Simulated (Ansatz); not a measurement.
# ZnTe: response to strain

Take ZnTe in the zinc blende structure (space group F-43m, No. 216) as the base.

```yaml
crystal:
  lattice:
    - [0.00000, 3.03285, 3.03285]
    - [3.03285, 0.00000, 3.03285]
    - [3.03285, 3.03285, 0.00000]
  atoms:
    - { symbol: Te, position: [0.75000, 0.75000, 0.75000] }
    - { symbol: Zn, position: [0.00000, 0.00000, 0.00000] }
```

Strains are applied to the cell and any free atomic positions relax.

Method: DFT with PBEsol, PAW potentials and a 420 eV plane-wave cutoff in Ansatz (a first-principles code), without spin-orbit coupling.

```
isotropic strain (%)  band gap (eV)
--------------------  -------------
-2.62                          1.63
0                              1.24
0.78                              ?
2.12                           0.95
```

Task: Fit E_g = E₀ + Dε (ε in %) to the rows shown and predict the withheld row.

Result: Least squares on the printed values gives E₀ = 1.25 eV, D = -144 meV per % of strain (largest residual 0.01 eV); this predicts 1.14 eV, and the run gives 1.13 eV, in agreement.

Spin-orbit coupling, missing from the scalar runs, can matter with Te. Stability against distortions was not tested.
